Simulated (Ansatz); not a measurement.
Runs of Ansatz 0.2.0 on Cd. It takes space group Fm-3m (No. 225, cubic). The conventional cell has a = 4.436 Å, b = 4.436 Å, c = 4.436 Å, α = 90.00°, β = 90.00°, γ = 90.00°. Around Cd (site symmetry m-3m) lie 12 Cd at 3.14 Å. This isn't the form of Cd at room conditions, which is hcp.

| task | level | potentials or basis | spin | cell | k mesh | cutoff (eV) | smearing | atoms under strain | points for each segment of the path | gap on the mesh (eV) | pressure (GPa) |
| --- | --- | --- | --- | --- | --- | --- | --- | --- | --- | --- | --- |
| single point | B3LYP | PseudoDojo standard (PBE files) | off | as given | 8 × 8 × 8 | 1388 | fermi-dirac 0.1 eV | - | - | none | 5.6 |
| elastic constants | RPBE+D4 | PseudoDojo standard (PBE files) | off | as given | 7 × 7 × 7 | 1388 | fermi-dirac 0.15 eV | relaxed | - | none | -0.7 |
| band structure | BLYP | Ansatz PAW | non-collinear, ferromagnetic start, SOC | as given | 10 × 10 × 10 | 420 | methfessel-paxton 0.05 eV | - | 14 | none | 7.0 |
| electron localisation function | BLYP+D3(BJ) | SSSP precision PAW | off | volume scaled by 1.08 | 10 × 10 × 10 | 1361 | fermi-dirac 0.01 eV | - | - | none | (a) |

**Question.** Estimate the missing entries.

**Answer.** (a) -3.2.

Caveats: the potentials were made for another functional, which shifts forces and pressure (some runs); the thresholds are loose for stress (some runs); pairwise dispersion overbinds metals, which lowers pressure and volume (some runs); elastic constants of metals need much finer meshes, so these are rough (some runs); the PAW data sets come from PBE, with cores solved anew for the run's functional, which leaves a small shift of forces and pressure (some runs); the starting moments weren't kept (some runs).

A k mesh can miss the band edges, and rows without SOC leave out spin-orbit coupling on Cd.

A gap of «none» marks a metal or a gap under the smearing width.

Runs at the PBE level aren't shown here.
